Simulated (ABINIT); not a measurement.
# RbCl (Fm-3m) in ABINIT: single point with PBE0

Aim: the single point of RbCl with PBE0.

All numbers are computed with ABINIT 10.8.3 (patched build); they aren't measurements. Logs are shortened: lines on timing, memory, paths and dates and some standing lists are left out, and cuts for length are marked. The log counts tension as positive stress, the text compression.

**1. The crystal as given**

The structure is cubic, space group Fm-3m (No. 225). Conventional cell: a = 6.548 Å, b = 6.548 Å, c = 6.548 Å, α = 90.00°, β = 90.00°, γ = 90.00°. Around Rb (site symmetry m-3m) lie 6 Cl at 3.27 Å. Around Cl (site symmetry m-3m) lie 6 Rb at 3.27 Å.

**2. Single point, PBE0**

Input file run.abi:

```
# Pseudopotentials
pp_dirpath "./"
pseudos "37_Rb_9_2.8_3.3_pbe_n_v1.0.psp8, 17_Cl_7_1.9_1.9_pbe_n_v1.0.psp8"

# Structure
acell 8.7496874541 8.7496874541 8.7496874541
rprim
     0.0000000000     0.7071067812     0.7071067812
     0.7071067812     0.0000000000     0.7071067812
     0.7071067812     0.7071067812     0.0000000000
ntypat 2
znucl 37 17
natom 2
typat 1 2
xcart
     0.0000000000     0.0000000000     0.0000000000
     6.1869633320     6.1869633320     6.1869633320

# Plane-wave basis
ecut 18.0

# k points
kptopt 1
ngkpt 6 6 6
nshiftk 1
shiftk 0.0 0.0 0.0

# Exchange and correlation
ixc 41

# Bands and occupations
nband 10
occopt 1

# SCF cycle
nstep 60
diemac 6.0
toldfe 1.0e-7

# Output
iomode 3
prtwf 0
prtden 0
prteig 0
prtebands 0
enunit 2
```

Potentials or basis: SPMS NC PBE v1.0.

Command:

```bash
> mpirun --bind-to none -np 8 abinit run.abi > log 2>&1
```

run.abo:

```text
.Version 10.8.3 of ABINIT
 Symmetries : space group Fm -3 m (#225); Bravais cF (face-center cubic)
================================================================================
 Values of the parameters that define the memory need of the present run
     intxc =       0    ionmov =       0      iscf =       7    lmnmax =       6
     lnmax =       6     mgfft =      36  mpssoang =       3    mqgrid =    3001
     natom =       2  nloc_mem =       1    nspden =       1   nspinor =       1
    nsppol =       1      nsym =      48    n1xccc =    2501    ntypat =       2
    occopt =       1   xclevel =       2
       mpw =        1759          nfft =       46656          nkpt =          16
================================================================================
================================================================================

--------------------------------------------------------------------------------
------------- Echo of variables that govern the present computation ------------
--------------------------------------------------------------------------------
 -outvars: echo values of preprocessed input variables --------
            acell      8.7496874541E+00  8.7496874541E+00  8.7496874541E+00 Bohr
              amu      8.54678000E+01  3.54527000E+01
           diemac      6.00000000E+00
             ecut      1.80000000E+01 Hartree
           enunit           2
              ixc          41
                       outvar_i_n : Printing only first  50 k-points.
         kptrlatt        6    0    0      0    6    0      0    0    6
          kptrlen      5.24981247E+01
            natom           2
            nband          10
          nbandhf           8
            ngfft          36      36      36
             nkpt          16
           nkpthf         216
            nstep          60
             nsym          48
           ntypat           2
           prtden           0
        prtebands           0
           prteig           0
            prtwf           0
            rprim      0.0000000000E+00  7.0710678120E-01  7.0710678120E-01
                       7.0710678120E-01  0.0000000000E+00  7.0710678120E-01
                       7.0710678120E-01  7.0710678120E-01  0.0000000000E+00
          spgroup         225
           toldfe      1.00000000E-07 Hartree
            typat      1  2
          usefock           1
           xangst      0.0000000000E+00  0.0000000000E+00  0.0000000000E+00
                       3.2739999979E+00  3.2739999979E+00  3.2739999979E+00
            xcart      0.0000000000E+00  0.0000000000E+00  0.0000000000E+00
                       6.1869633322E+00  6.1869633322E+00  6.1869633322E+00
             xred      0.0000000000E+00  0.0000000000E+00  0.0000000000E+00
                       5.0000000000E-01  5.0000000000E-01  5.0000000000E-01
            znucl       37.00000   17.00000

[... 108 lines left out ...]
================================================================================

 ----iterations are completed or convergence reached----

 Mean square residual over all n,k,spin=   17.118E-11; max=  26.632E-09
 reduced coordinates (array xred) for    2 atoms
       0.000000000000      0.000000000000      0.000000000000
       0.500000000000      0.500000000000      0.500000000000
 rms dE/dt=  0.0000E+00; max dE/dt=  0.0000E+00; dE/dt below (all hartree)
    1       0.000000000000      0.000000000000      0.000000000000
    2       0.000000000000      0.000000000000      0.000000000000

 cartesian coordinates (angstrom) at end:
    1      0.00000000000000     0.00000000000000     0.00000000000000
    2      3.27399999785821     3.27399999785821     3.27399999785821

 cartesian forces (hartree/bohr) at end:
    1     -0.00000000000000    -0.00000000000000    -0.00000000000000
    2     -0.00000000000000    -0.00000000000000    -0.00000000000000
 frms,max,avg= 0.0000000E+00 0.0000000E+00   0.000E+00  0.000E+00  0.000E+00 h/b

 cartesian forces (eV/Angstrom) at end:
    1     -0.00000000000000    -0.00000000000000    -0.00000000000000
    2     -0.00000000000000    -0.00000000000000    -0.00000000000000
 frms,max,avg= 0.0000000E+00 0.0000000E+00   0.000E+00  0.000E+00  0.000E+00 e/A
 length scales=  8.749687454100  8.749687454100  8.749687454100 bohr
              =  4.630135200092  4.630135200092  4.630135200092 angstroms
 Fermi (or HOMO) energy (hartree) =  -0.10111   Average Vxc (hartree)=  -0.21926
 Eigenvalues (hartree) for nkpt=  16  k points:
 kpt#   1, nband= 10, wtk=  0.00463, kpt=  0.0000  0.0000  0.0000 (reduced coord)
  -1.04086   -0.58453   -0.40584   -0.40584   -0.40584   -0.10111   -0.10111   -0.10111
   0.15833    0.27345
 prteigrs : prtvol=0 or 1, do not print more k-points.

 Fermi (or HOMO) energy (eV) =  -2.75128   Average Vxc (eV)=  -5.96633
 Eigenvalues (   eV  ) for nkpt=  16  k points:
 kpt#   1, nband= 10, wtk=  0.00463, kpt=  0.0000  0.0000  0.0000 (reduced coord)
 -28.32316  -15.90599  -11.04349  -11.04349  -11.04349   -2.75128   -2.75128   -2.75128
   4.30841    7.44105
 prteigrs : prtvol=0 or 1, do not print more k-points.

--- !EnergyTerms
iteration_state     : {dtset: 1, }
comment             : Components of total free energy in Hartree
kinetic             :  1.25884547719985E+01
hartree             :  8.14950791890114E+00
xc                  : -1.02514868723023E+01
Ewald energy        : -2.96324050165256E+01
psp_core            :  1.43604567801231E+00
local_psp           : -2.73752323196964E+01
non_local_psp+x     :  1.05349566248044E+00
total_energy        : -4.40316201771319E+01
...

--- !EnergyTermsDC
iteration_state     : {dtset: 1, }
comment             : '"Double-counting" decomposition of free energy'
band_energy         : -6.38426628212185E+00
Ewald energy        : -2.96324050165256E+01
psp_core            :  1.43604567801231E+00
xc_dc               : -9.45091171564951E+00
total_energy_dc     : -4.40315373362847E+01
...

 Cartesian components of stress tensor (hartree/bohr^3)
  sigma(1 1)= -2.44608200E-05  sigma(3 2)=  0.00000000E+00
  sigma(2 2)= -2.44608200E-05  sigma(3 1)=  0.00000000E+00
  sigma(3 3)= -2.44608200E-05  sigma(2 1)=  0.00000000E+00

-Cartesian components of stress tensor (GPa)         [Pressure=  7.1966E-01 GPa]
- sigma(1 1)= -7.19662171E-01  sigma(3 2)=  0.00000000E+00
- sigma(2 2)= -7.19662171E-01  sigma(3 1)=  0.00000000E+00
- sigma(3 3)= -7.19662171E-01  sigma(2 1)=  0.00000000E+00

== END DATASET(S) ==============================================================
================================================================================

 -outvars: echo values of variables after computation  --------
            acell      8.7496874541E+00  8.7496874541E+00  8.7496874541E+00 Bohr
           etotal     -4.4031620177E+01
            fcart     -0.0000000000E+00 -0.0000000000E+00 -0.0000000000E+00
                      -0.0000000000E+00 -0.0000000000E+00 -0.0000000000E+00
            rprim      0.0000000000E+00  7.0710678120E-01  7.0710678120E-01
                       7.0710678120E-01  0.0000000000E+00  7.0710678120E-01
                       7.0710678120E-01  7.0710678120E-01  0.0000000000E+00
           strten     -2.4460820005E-05 -2.4460820005E-05 -2.4460820005E-05
                       0.0000000000E+00  0.0000000000E+00  0.0000000000E+00
           xangst      0.0000000000E+00  0.0000000000E+00  0.0000000000E+00
                       3.2739999979E+00  3.2739999979E+00  3.2739999979E+00
             xred      0.0000000000E+00  0.0000000000E+00  0.0000000000E+00
                       5.0000000000E-01  5.0000000000E-01  5.0000000000E-01
 Calculation completed.
```

It took 22 min on 8 MPI ranks of Intel Xeon 6975P-C (Granite Rapids), shared host; peak memory 1 GiB.

What came out:

```
Free energy                                           : -1198.1614 eV
Pressure                                              : 0.7 GPa
Band gap on the k mesh                                : 7.06 eV, direct
Valence electrons inside the program's atomic spheres : Rb 6.05; Cl 5.10
```

Levels at points of the mesh, in eV from the valence-band top:
```csv
k point,band 4,band 5,band 6,band 7,band 8,band 9,band 10
"(0.00, 0.00, 0.00)",-8.29,-8.29,0.00,0.00,0.00,7.06,10.19
"(0.50, 0.00, 0.00)",-8.30,-8.26,-0.93,-0.37,-0.37,9.85,10.19
"(0.50, 0.50, 0.00)",-8.41,-8.41,-0.34,-0.11,-0.11,8.25,10.32
```

Caveat: the potentials were made for another functional, which shifts forces and pressure.

**3. The reference run**

An earlier run on the cell as given: functional PBEsol; potentials or basis PseudoDojo NC SR PBEsol v0.4.1 standard; cutoff 789 eV; k mesh 7 × 7 × 7; occupations fermi-dirac, width 0.05 eV; no spin polarisation.

- Pressure: 0.0 GPa
- Band gap on the k mesh: 4.89 eV, direct
- Valence electrons inside the program's atomic spheres: Rb 6.02; Cl 5.08
